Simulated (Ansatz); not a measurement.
# HfO2 (Pnma) in Ansatz: relaxation of cell and atoms with PBE

Aim: the relaxation of cell and atoms of HfO2 with PBE.

Everything below comes from runs of Ansatz 0.2.0. Logs are shortened: lines on timing, memory, paths and dates and some standing lists are left out, and cuts for length are marked.

## 1. The structure

Symmetry: Pnma, No. 62, orthorhombic system. Conventional cell: a = 5.556 Å, b = 3.334 Å, c = 6.505 Å, α = 90.00°, β = 90.00°, γ = 90.00°. Hf (site symmetry m) is surrounded by 7 O at 2.14 to 2.27 Å. O (site symmetry m) is surrounded by 4 Hf at 2.14 to 2.17 Å. Around O (site symmetry m) lie 3 Hf at 2.16 to 2.27 Å.

Measurements of this composition are mostly on another form, of space group No. 14.

## 2. Relaxation of cell and atoms, PBE, target pressure 30 GPa, at which the enthalpy is minimised

input.yaml

```yaml
crystal:
  lattice:
    - [5.556395, 0.0, 0.0]
    - [0.0, 3.333597, 0.0]
    - [0.0, 0.0, 6.504995]
  atoms:
    - { symbol: Hf, position: [0.748682, 0.75, 0.607871] }
    - { symbol: Hf, position: [0.251318, 0.25, 0.392129] }
    - { symbol: Hf, position: [0.248682, 0.75, 0.892129] }
    - { symbol: Hf, position: [0.751318, 0.25, 0.107871] }
    - { symbol: O, position: [0.639499, 0.25, 0.4234] }
    - { symbol: O, position: [0.360501, 0.75, 0.5766] }
    - { symbol: O, position: [0.139499, 0.25, 0.0766] }
    - { symbol: O, position: [0.860501, 0.75, 0.9234] }
    - { symbol: O, position: [0.520794, 0.25, 0.841453] }
    - { symbol: O, position: [0.479206, 0.75, 0.158547] }
    - { symbol: O, position: [0.020794, 0.25, 0.658547] }
    - { symbol: O, position: [0.979206, 0.75, 0.341453] }
hamiltonian:
  xc: pbe
  pseudopotentials: { kind: paw }
kpoints:
  mp_grid: { grid: [4, 6, 3] }
scf:
  occupations: { method: fermi_dirac, width: 0.05 }
output:
  forces: true
  stress: true
  eigenvalues: true
relax:
  f_tol: 0.01
  max_steps: 40
  cell: { stress_tol: 0.05, p_target: 30.0 }
```

Potentials or basis: Ansatz PAW.

Command:

```sh
ansatz run input.yaml --threads 4 --pin off --max-ram 11264MiB --backend cpu --events-out ev --progress --plain --runs-dir out
```

The log of the run:

```text
Warning: RAYON_NUM_THREADS=4 ignored (pool sized by the plan → 4); use --threads N
Engine: ansatz 0.2.0, aarch64-unknown-linux-gnu
Pseudopotentials: kind: paw
Pseudopotential: Hf, paw, valence charge 26, recommended cutoff 420 eV (normal), Hf.paw.azcp
Pseudopotential: O, paw, valence charge 6, recommended cutoff 420 eV (normal), O.paw.azcp
Functional definition: PBE
  parameter kappa = 0.804
  parameter beta = 0.06672455060314922
  exchange = pbe_x(kappa = kappa, mu = beta*pi^2/3)
  correlation = pbe_c(beta = beta)
Crystal: 12 atoms, lattice volume = 120.491 Å³
Basis set: ecut = 420 eV, 2361 PW (Γ), exchange–correlation on 80×48×90 points (8 copies of the dense FFT grid, shifted against one another)
Bands: 92, of which v1, the nominal top of the filled ones, is band 76 counted from 1 (75 counted from 0)
Symmetry: 8 space group operations
Space group: Pnma (ITA 62), of the structure as read, at distance tolerance 4.9e-5 Å
k-points: 24 of 72
Non-local potential: Hf, projectors of the file, l = 0: 3, l = 1: 2, l = 2: 2, l = 3: 3
Non-local potential: O, projectors of the file, l = 0: 2, l = 1: 2, l = 2: 1
PAW form: soft (Blöchl's): semilocal exchange-correlation on the pseudo side does not see the compensation charge
PAW one-centre angular grid: Hf, 590 points (default); XC on 64 Gauss nodes
PAW one-centre angular grid: O, 110 points (default); XC on 64 Gauss nodes
Initial density: superposition of atomic densities (neutral atoms: chi_scale 0, normalization atom), corrected by the library's trained network
Initial wavefunctions: pseudopotential atomic-orbital guess
Functional: x = pbe(κ = 0.804, μ = 0.2195149727645171), c = pbe(β = 0.06672455060314922)
SCF iter   1: F=—  HF=-67445.066908 eV  |F-HF|=—  |Δ(HF+E_count)|=         —  Δρ=3.92e-3  dr2=1.85e-2  ethr=1.77e-3  ⟨swp⟩=5.0  Hψ=6828  notcnv=0  defer=63
preconditioner: auto → Resta (q_TF=auto, 2.836 Å⁻¹)  ε∞=5.9  [insulator: Δε(μ)=3.421 eV  Ē_g=18.350 eV  σ=0.050 eV  W_gap=1.00  n_scr=42 (ndim 8)  ℏωp=40.6 eV  f_vac=0.000  D(μ)=0.00/eV (n_scr^D=0)  ε∞_Penn≈5.9]
SCF iter   2: F=—  HF=-67445.065306 eV  |F-HF|=—  |Δ(HF+E_count)|=   1.60e-3  Δρ=2.02e-3  dr2=3.37e-3  ethr=1.22e-5  ⟨swp⟩=2.0  Hψ=3964  notcnv=0  defer=88
SCF iter   3: F=—  HF=-67445.065684 eV  |F-HF|=—  |Δ(HF+E_count)|=   3.78e-4  Δρ=8.53e-4  dr2=1.01e-3  ethr=2.22e-6  ⟨swp⟩=2.0  Hψ=2666  notcnv=0  defer=88
SCF iter   4: F=—  HF=-67445.065713 eV  |F-HF|=—  |Δ(HF+E_count)|=   2.93e-5  Δρ=2.01e-4  dr2=3.56e-5  ethr=6.67e-7  ⟨swp⟩=2.0  Hψ=3351  notcnv=0  defer=88
SCF iter   5: F=—  HF=-67445.065561 eV  |F-HF|=—  |Δ(HF+E_count)|=   1.52e-4  Δρ=6.88e-5  dr2=4.47e-6  ethr=2.34e-8  ⟨swp⟩=2.0  Hψ=3817  notcnv=0  defer=88
SCF iter   6: F=—  HF=-67445.065561 eV  |F-HF|=—  |Δ(HF+E_count)|=   2.31e-8  Δρ=4.05e-5  dr2=1.59e-6  ethr=2.94e-9  ⟨swp⟩=2.0  Hψ=3460  notcnv=0  defer=88
SCF iter   7: F=-67445.065561 eV  HF=-67445.065561 eV  |F-HF|=2.60e-9  |Δ(HF+E_count)|=   2.61e-7  Δρ=7.60e-6  dr2=5.47e-8  ethr=6.58e-11  ⟨swp⟩=9.1  Hψ=11205  notcnv=0
SCF 1 converged in 7 iterations: F = -67445.065561 eV  dr2 = 5.47e-8
relax step   1: F+E_penalty+E_count = -67445.06556124 eV  Δ(F+E_penalty+E_count) = +0.000e0 eV  max|allowed force component| = 5.946e-2 eV/Å  Δτ_max = 0.0000 Å  P = +3.262 GPa  Ω = 120.491 Å³  (7 SCF iters, dr2 threshold 1.00e-7 eV, accepted)
Crystal: 12 atoms, lattice volume = 105.921 Å³
Basis set: ecut = 420 eV, 2079 PW (Γ), exchange–correlation on 80×48×90 points (8 copies of the dense FFT grid, shifted against one another)
Initial density: handed on by an earlier stage of this run
Initial wavefunctions: those handed on with the density
[... 118 lines left out ...]
  E_band       = 787.224516
  E_kinetic    = 3124.189508
  E_local      = -20119.743641  (includes V_loc(G=0)·N_el)
  E_nonlocal   = -4584.248308
  E_hartree    = 9397.958086
  E_xc         = -1801.742916
  E_vxc        = -1834.052269  (∫ρ·V_xc dr)
  E_paw        = -28979.216811  (= ΣΔE_a)
  E_vpaw       = 5405.143670  (= ΣTr[D̂ρ^β])
  E_aug_tail   = 0.020010  (compensation charges beyond the density's cutoff)
  E_ewald      = -24481.310345
  E_smearing   = -0.000000  (= −TS)
  E_closure    = 0.000000  (closes the sum)
  Σ components = -67444.094417   (vs F -67444.094417, Δ=0.00e0)
--- Forces (eV/Å), atoms counted from 1 ---
  atom   1  Hf     0.00013689     0.00000000     0.00020439
  atom   2  Hf    -0.00013689     0.00000000    -0.00020439
  atom   3  Hf     0.00013689    -0.00000000    -0.00020439
  atom   4  Hf    -0.00013689    -0.00000000     0.00020439
  atom   5  O     -0.00045234    -0.00000000     0.00004451
  atom   6  O      0.00045234     0.00000000    -0.00004451
  atom   7  O     -0.00045234     0.00000000    -0.00004451
  atom   8  O      0.00045234     0.00000000     0.00004451
  atom   9  O     -0.00001900     0.00000000    -0.00021607
  atom  10  O      0.00001900     0.00000000     0.00021607
  atom  11  O     -0.00001900     0.00000000     0.00021607
  atom  12  O      0.00001900     0.00000000    -0.00021607
  max |Σ_I F_I| component: 4.34e-19 eV/Å
--- Stress (GPa, compression-positive) ---
       29.993894      -0.000000      -0.000000
       -0.000000      29.984231       0.000000
       -0.000000       0.000000      29.989079
  P = ⅓ Tr σ = 29.9891 GPa (299.891 kbar)
--- Band table (eV; the first three rows and the last of 24) ---
  k-point 0: bands = ["-40.9148", "-40.8872", "-40.8815", "-40.8777", "-10.3105", "-10.0802", "-9.9859", "-9.7814", "-9.7718", "-9.6228", "-9.5708", "-9.4783", "-9.4578", "-9.4434", "-9.4380", "-9.4373", "0.0429", "1.9362", "2.1986", "2.6605", "2.8542", "2.9438", "3.0375", "3.1981", "9.1944", "9.2215", "9.2288", "9.2344", "9.2391", "9.2406", "9.2408", "9.2458", "9.2526", "9.2532", "9.2579", "9.2598", "9.2629", "9.2697", "9.2741", "9.2753", "9.2755", "9.2888", "9.2947", "9.3051", "9.3081", "9.3107", "9.3138", "9.3189", "9.3220", "9.3225", "9.3444", "9.3553", "13.8346", "13.8355", "14.2075", "14.6877", "14.7075", "15.1627", "15.1955", "15.2437", "15.5223", "15.7694", "15.9230", "15.9480", "16.6842", "16.8631", "17.0301", "17.1750", "17.4754", "17.7991", "18.2264", "18.5352", "18.5496", "19.3103", "19.3997", "19.4997", "22.8287", "24.1386", "24.3162", "24.7364", "25.0757", "25.5965", "25.7058", "26.4316", "26.4852", "26.7071", "26.7233", "27.3661", "27.4948", "27.5056", "28.0826", "28.1175"]
  k-point 1: bands = ["-40.9095", "-40.8970", "-40.8777", "-40.8772", "-10.2208", "-10.0105", "-9.9663", "-9.8790", "-9.7412", "-9.6236", "-9.5853", "-9.5479", "-9.4960", "-9.4732", "-9.4369", "-9.4296", "0.4680", "1.4471", "2.1792", "2.6091", "2.9759", "2.9981", "3.0438", "3.1604", "9.1996", "9.2165", "9.2406", "9.2409", "9.2419", "9.2443", "9.2504", "9.2538", "9.2561", "9.2564", "9.2564", "9.2613", "9.2652", "9.2686", "9.2718", "9.2723", "9.2800", "9.2846", "9.2935", "9.2961", "9.3074", "9.3075", "9.3087", "9.3088", "9.3127", "9.3147", "9.3593", "9.3700", "13.5370", "13.6482", "14.1226", "14.2332", "14.9780", "14.9783", "15.4742", "15.5543", "15.5976", "16.1303", "16.2059", "16.2299", "16.5323", "16.8885", "17.0582", "17.1674", "17.4662", "17.7958", "18.1862", "18.4718", "18.6992", "19.0128", "19.1625", "19.2767", "23.4647", "24.0784", "24.4105", "24.7325", "24.9474", "25.1072", "25.4506", "25.5721", "26.8792", "27.1512", "27.3772", "27.4693", "27.4776", "27.5108", "27.9659", "28.3212"]
  k-point 2: bands = ["-40.9078", "-40.8838", "-40.8762", "-40.8729", "-10.2541", "-10.0238", "-9.9485", "-9.7899", "-9.7377", "-9.7259", "-9.6564", "-9.6013", "-9.5818", "-9.5635", "-9.4866", "-9.4400", "0.4113", "2.0412", "2.2895", "2.5887", "2.8877", "2.9325", "2.9497", "3.0704", "9.2001", "9.2173", "9.2334", "9.2379", "9.2397", "9.2442", "9.2472", "9.2494", "9.2542", "9.2576", "9.2584", "9.2629", "9.2631", "9.2683", "9.2759", "9.2760", "9.2801", "9.2861", "9.2959", "9.2983", "9.3021", "9.3096", "9.3114", "9.3135", "9.3225", "9.3339", "9.3400", "9.3607", "13.4339", "13.9769", "14.1956", "14.2085", "14.5091", "15.2956", "15.4901", "15.5096", "15.5333", "15.7008", "15.8392", "16.3632", "16.3787", "16.8898", "17.1487", "17.3370", "17.7985", "17.9604", "18.3038", "18.3380", "18.5291", "18.6753", "19.0083", "19.2212", "23.2284", "24.3968", "24.4981", "25.4595", "25.5019", "25.8164", "26.3495", "26.6270", "26.6516", "26.6531", "26.9331", "27.2381", "27.2786", "27.6292", "27.8610", "27.9574"]
  k-point 23: bands = ["-40.8697", "-40.8697", "-40.8697", "-40.8697", "-10.1964", "-10.1964", "-10.1964", "-10.1964", "-9.7396", "-9.7396", "-9.7396", "-9.7396", "-9.5501", "-9.5501", "-9.5501", "-9.5501", "2.1500", "2.1500", "2.1500", "2.1500", "2.8168", "2.8168", "2.8168", "2.8168", "9.2340", "9.2340", "9.2340", "9.2340", "9.2552", "9.2552", "9.2552", "9.2552", "9.2688", "9.2688", "9.2688", "9.2688", "9.2788", "9.2788", "9.2788", "9.2788", "9.2910", "9.2910", "9.2910", "9.2910", "9.3059", "9.3059", "9.3059", "9.3059", "9.3249", "9.3249", "9.3249", "9.3249", "13.4902", "13.4902", "13.4902", "13.4902", "14.7005", "14.7005", "14.7005", "14.7005", "16.0491", "16.0491", "16.0491", "16.0491", "17.5444", "17.5444", "17.5444", "17.5444", "18.0310", "18.0310", "18.0310", "18.0310", "18.8055", "18.8055", "18.8055", "18.8055", "25.9716", "25.9716", "25.9716", "25.9716", "26.5209", "26.5209", "26.5209", "26.5209", "27.5838", "27.5838", "27.5838", "27.5838", "27.9872", "27.9872", "27.9872", "27.9872"]
--- Relaxed structure (9 steps of the walk, 9 accepted, 2 SCFs on fresh bases) ---
  F+E_penalty+E_count = -67444.09441735 eV   max|allowed force component| = 4.523e-4 eV/Å   (the final SCF, on the basis selected at the relaxed cell)
  cell:  # Å, volume = 110.2088 Å³
    - [5.423117795232829, 0.0, 0.0]
    - [0.0, 3.206813300646892, 0.0]
    - [0.0, 0.0, 6.3371418114896905]
  atoms:
    - { symbol: Hf, position: [0.744903926368506, 0.7499999999999998, 0.6167054449643625] }
    - { symbol: Hf, position: [0.2550960736314939, 0.25, 0.38329455503563736] }
    - { symbol: Hf, position: [0.2449039263685061, 0.7499999999999998, 0.8832945550356376] }
    - { symbol: Hf, position: [0.7550960736314942, 0.25, 0.11670544496436266] }
    - { symbol: O, position: [0.6421093720422096, 0.25, 0.4284644001947504] }
    - { symbol: O, position: [0.35789062795779036, 0.7499999999999998, 0.5715355998052497] }
    - { symbol: O, position: [0.14210937204220975, 0.25, 0.07153559980524979] }
    - { symbol: O, position: [0.8578906279577901, 0.7499999999999998, 0.9284644001947503] }
    - { symbol: O, position: [0.5273267104218013, 0.25, 0.835152971917819] }
    - { symbol: O, position: [0.47267328957819876, 0.7499999999999998, 0.16484702808218107] }
    - { symbol: O, position: [0.027326710421801372, 0.25, 0.6648470280821811] }
    - { symbol: O, position: [0.9726732895781987, 0.7499999999999998, 0.33515297191781906] }
```

Run time: 63 s. Hardware: 4 threads of Arm Neoverse V1, shared host; peak memory 0.67 GiB.

What came out:

```yaml
Free_energy: -67444.0944 eV
Relaxed_volume: 9.18 Å³/atom
Relaxed_cell: a = 5.423 Å, b = 3.207 Å, c = 6.337 Å, α = 90.00°, β = 90.00°, γ = 90.00°
Space_group_after_relaxing_to_0.05_Å: Pnma (No. 62)
Energy_change_on_relaxing_the_enthalpy_is_what_falls: +80.9 meV/atom
Ionic_steps: 11
Pressure_after_relaxing: 30.0 GPa
Band_gap_on_the_k_mesh: 3.33 eV, direct
```

Step by step:
| step | energy change (eV) | largest force (eV/Å) | volume (Å³) |
| --- | --- | --- | --- |
| 1 | 0.0000 | 0.0606 | 120.49 |
| 2 | 2.0628 | 0.8359 | 105.92 |
| 3 | 0.8076 | 0.2533 | 111.07 |
| 4 | 0.9130 | 0.2967 | 110.45 |
| 5 | 0.8952 | 0.0597 | 110.42 |
| 6 | 0.8967 | 0.0307 | 110.41 |
| 7 | 0.8969 | 0.0012 | 110.40 |
| 8 | 0.9349 | 0.0028 | 110.40 |
| 9 | 0.9720 | 0.0033 | 110.20 |
| 10 | 0.9700 | 0.0004 | 110.21 |
| 11 | 0.9711 | 0.0005 | 110.21 |

Final structure:
```
Hf O
1.0
     5.42312    0.00000    0.00000
     0.00000    3.20681    0.00000
     0.00000    0.00000    6.33714
Hf O
4 8
Cartesian
  4.0397 2.4051 3.9081
  1.3834 0.8017 2.4290
  1.3281 2.4051 5.5976
  4.0950 0.8017 0.7396
  3.4822 0.8017 2.7152
  1.9409 2.4051 3.6219
  0.7707 0.8017 0.4533
  4.6524 2.4051 5.8838
  2.8598 0.8017 5.2925
  2.5634 2.4051 1.0447
  0.1482 0.8017 4.2132
  5.2749 2.4051 2.1239
```

Caveat: odd divisions of the mesh miss points on the zone boundary, where band edges often lie, so the gap on the mesh can be too wide; the plane-wave basis is chosen anew once the cell has moved, so the energies of steps on either side of that aren't comparable; the pressure holds a Pulay correction of +1.0 GPa for the finite cutoff; spin-orbit coupling is left out, which moves the levels of the heavy elements. PBE gaps usually lie below the measured ones, often by a third to a half.
